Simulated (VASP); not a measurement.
# Sc (Fm-3m) in VASP: single point with r2SCAN

Aim: the single point of Sc with r2SCAN.

All numbers are computed with VASP 6.6.1; they aren't measurements. Logs are shortened: lines on timing, memory, paths and dates and some standing lists are left out, and cuts for length are marked.

## 1. The structure

The structure is cubic, space group Fm-3m (No. 225). The conventional cell has a = 4.507 Å, b = 4.507 Å, c = 4.507 Å, α = 90.00°, β = 90.00°, γ = 90.00°. Around Sc (site symmetry m-3m) lie 12 Sc at 3.19 Å.

The cell was built by a generator and needn't be a form met in nature.

## 2. Single point, r2SCAN

File POSCAR:

```
Sc
1.0
    0.0000000000      2.2533430000      2.2533430000
    2.2533430000      0.0000000000      2.2533430000
    2.2533430000      2.2533430000      0.0000000000
Sc
1
Direct
    0.0000000000      0.0000000000      0.0000000000
```

File INCAR.step1:

```
PREC     = Accurate       # precision mode
ENCUT    = 520            # plane-wave cutoff, eV
ISMEAR   = -5             # smearing method
SIGMA    = 0.1            # smearing width, eV
LREAL    = F              # projectors in reciprocal space
LASPH    = T              # aspherical terms in the spheres
NELM     = 100            # most SCF steps
LMAXMIX  = 4              # l up to which the mixer works
NBANDS   = 12             # bands
GGA      = PE             # functional
ALGO     = Normal         # electronic algorithm
EDIFF    = 1E-4           # SCF threshold, eV
LWAVE    = T              # write WAVECAR
LCHARG   = F              # write CHGCAR
```

File INCAR.step2:

```
PREC     = Accurate       # precision mode
ENCUT    = 520            # plane-wave cutoff, eV
EDIFF    = 1E-6           # SCF threshold, eV
ISMEAR   = -1             # smearing method
SIGMA    = 0.1            # smearing width, eV
LREAL    = F              # projectors in reciprocal space
LASPH    = T              # aspherical terms in the spheres
NELM     = 100            # most SCF steps
ALGO     = Normal         # electronic algorithm
ISIF     = 2              # what is computed and relaxed
LWAVE    = F              # write WAVECAR
LCHARG   = F              # write CHGCAR
LMAXMIX  = 4              # l up to which the mixer works
METAGGA  = R2SCAN         # meta-GGA
LMIXTAU  = T            
LORBIT   = 11             # projections on sites
NBANDS   = 12             # bands
ISTART   = 1
```

File KPOINTS:

```
regular mesh
0
Gamma
  13 13 13
```

Potentials or basis: VASP PAW PBE potentials, release 64 (Sc_sv).

Launch:

```sh
> cat potpaw_PBE.64/Sc_sv/POTCAR > POTCAR
> cp INCAR.step1 INCAR
> mpirun -np 1 vasp_std > vasp.out
> cp INCAR.step2 INCAR
> mpirun -np 1 vasp_std > vasp.out
```

OUTCAR:

```text
PREC = Accurate
   ENCUT = 520
   EDIFF = 1E-6
   ISMEAR = -1
   LREAL = F
   LASPH = T
   NELM = 100
   ISIF = 2
   METAGGA = R2SCAN
   LORBIT = 11
   ISTART = 1

 ion  position               nearest neighbor table
   1  0.000  0.000  0.000-

  LATTYP: Found a face centered cubic cell.
 ALAT       =     4.5066860000

  Lattice vectors:

 A1 = (   0.0000000000,   2.2533430000,   2.2533430000)
 A2 = (   2.2533430000,   0.0000000000,   2.2533430000)
 A3 = (   2.2533430000,   2.2533430000,   0.0000000000)

Analysis of symmetry for initial positions (statically):
=====================================================================
 Subroutine PRICEL returns:
 Original cell was already a primitive cell.

 Routine SETGRP: Setting up the symmetry group for a
 face centered cubic supercell.

 Subroutine GETGRP returns: Found 48 space group operations
 (whereof 48 operations were pure point group operations)
 out of a pool of 48 trial point group operations.

The static configuration has the point symmetry O_h .

Analysis of symmetry for dynamics (positions and initial velocities):
=====================================================================
 Subroutine PRICEL returns:
 Original cell was already a primitive cell.

 Routine SETGRP: Setting up the symmetry group for a
 face centered cubic supercell.

 Subroutine GETGRP returns: Found 48 space group operations
 (whereof 48 operations were pure point group operations)
 out of a pool of 48 trial point group operations.

The dynamic configuration has the point symmetry O_h .

 Subroutine INISYM returns: Found 48 space group operations
 (whereof 48 operations are pure point group operations),
 and found     1 'primitive' translations

----------------------------------------------------------------------------------------

                                     Primitive cell

  volume of cell :      22.8829

  direct lattice vectors                    reciprocal lattice vectors
     0.000000000  2.253343000  2.253343000    -0.221892539  0.221892539  0.221892539
     2.253343000  0.000000000  2.253343000     0.221892539 -0.221892539  0.221892539
     2.253343000  2.253343000  0.000000000     0.221892539  0.221892539 -0.221892539

  length of vectors
     3.186708231  3.186708231  3.186708231     0.384329152  0.384329152  0.384329152

  position of ions in fractional coordinates (direct lattice)
     0.000000000  0.000000000  0.000000000

  ion indices of the primitive-cell ions
   primitive index   ion index
[... 84 lines left out ...]
   NELECT =      11.0000    total number of electrons
   NUPDOWN=      -1.0000    fix difference up-down
   EMIN   =  10.00;   EMAX   =-10.00  energy-range for DOS
   EFERMI =   0.00;   METHOD = LEGACY
   ISMEAR =    -1;   SIGMA  =   0.10  broadening in eV -4-tet -1-fermi 0-gaus
   EFERMI_NEDOS =   21; number of points for ismear=-14 and -15
   IALGO  =     38    algorithm
   IMIX   =      4    mixing-type and parameters
     AMIX     =   0.40;   BMIX     =  1.00
     AMIX_MAG =   1.60;   BMIX_MAG =  1.00
  volume/ion in A,a.u.               =      22.88       154.42
  Fermi-wavevector in a.u.,A,eV,Ry     =   1.282434  2.423449 22.376651  1.644637
  Thomas-Fermi vector in A             =   2.414746
   LORBIT       =     11    0 simple, 1 ext, 2 COOP (PROOUT), +10 PAW based schemes
   METAGGA = R2SCAN    functional components
   LHFCALC =     F    Hartree Fock is set to
   AEXX    =    0.0000 exact exchange contribution
   IVDW    =     0    specifies the selected vdW correction
   LEPSILON=     F    determine dielectric tensor
   LRPA    =     F    only Hartree local field effects (RPA)
 non-spin polarized calculation
  energy-cutoff  :      520.00
  volume of cell :       22.88
 maximum number of plane-waves:       628
   NGX = 11   NGY = 11   NGZ = 11

 number of electron      11.0000001 magnetization

 Free energy of the ion-electron system (eV)
  ---------------------------------------------------
  ext. energy  EPLUGINS =         0.00000000
  ---------------------------------------------------
  free energy    TOTEN  =       -11.28707700 eV

  energy without entropy =      -11.23104184  energy(sigma->0) =      -11.25905942

 E-fermi :   4.2470     XC(G=0): -10.9360

 val. band max:        4.2302840465   @ k =   0.3077   0.3077   0.0000
 cond. band min:       4.2482293269   @ k =  -0.3846   0.1538   0.0000
 fundamental gap:      0.0179452803
 Fermi energy:         4.2470053424

 k-point     1 :       0.0000    0.0000    0.0000
  band No.  band energies     occupation
      1     -47.0945      2.00000
      2     -24.4814      2.00000
      3     -24.4814      2.00000
      4     -24.4813      2.00000
      5      -1.4697      2.00000
      6       6.1493      0.00000
      7       6.1493      0.00000
      8       6.1493      0.00000
      9       7.7612      0.00000
     10       7.7612      0.00000
     11      17.6147      0.00000
     12      21.6432      0.00000
[... 331 lines left out ...]
 k-point    24 :       0.4615    0.1538    0.0000
  band No.  band energies     occupation
      1     -47.0070      2.00000
      2     -24.9433      2.00000
      3     -24.6063      2.00000
      4     -24.5753      2.00000
      5       2.3882      2.00000
      6       4.2097      1.18430
      7       5.6097      0.00000
      8       6.5153      0.00000
      9       8.7918      0.00000
     10       8.8469      0.00000
     11      12.6934      0.00000
     12      17.2798      0.00000

 [... further k-points ...]

------------------------ aborting loop because EDIFF is reached ----------------------------------------

  FORCE on cell =-STRESS in cart. coord.  units (eV):
  Direction    XX          YY          ZZ          XY          YZ          ZX
  --------------------------------------------------------------------------------------
  -------------------------------------------------------------------------------------
  Total        0.8477911      0.8477911      0.8477911     -0.0000000     -0.0000000      0.0000000
  in kB       59.3591276     59.3591276     59.3591276     -0.0000000     -0.0000000      0.0000000
  external PRESSURE =      59.3591276 kB  Pullay stress =       0.0000000 kB

 VOLUME and BASIS-vectors are now :
 -----------------------------------------------------------------------------
  energy-cutoff  :      520.00
  volume of cell :       22.88
      direct lattice vectors                 reciprocal lattice vectors
     0.000000000  2.253343000  2.253343000    -0.221892539  0.221892539  0.221892539
     2.253343000  0.000000000  2.253343000     0.221892539 -0.221892539  0.221892539
     2.253343000  2.253343000  0.000000000     0.221892539  0.221892539 -0.221892539

 POSITION                                       TOTAL-FORCE (eV/Angst)
 -----------------------------------------------------------------------------------
      0.00000      0.00000      0.00000        -0.000000      0.000000      0.000000
 -----------------------------------------------------------------------------------
    total drift:                               -0.000000      0.000000      0.000000

  FREE ENERGIE OF THE ION-ELECTRON SYSTEM (eV)
  ---------------------------------------------------
  free  energy   TOTEN  =       -11.2870769966 eV

  energy  without entropy=      -11.2310418407  energy(sigma->0) =      -11.25905942

 total charge

# of ion       s       p       d       tot
------------------------------------------
    1        2.280   6.121   1.029   9.430
```

It took 2 min on 1 thread of AMD EPYC 7R43 (Zen 3), shared host; peak memory 0.11 GiB.

Results:

```
Free energy                                           : -11.2871 eV
Pressure                                              : 5.9 GPa
Band gap on the k mesh                                : none (metal or under the smearing width)
Valence electrons inside the program's atomic spheres : Sc 9.43
```

Caveat: the PAW data sets were made with another functional, which shifts forces and pressure a little.
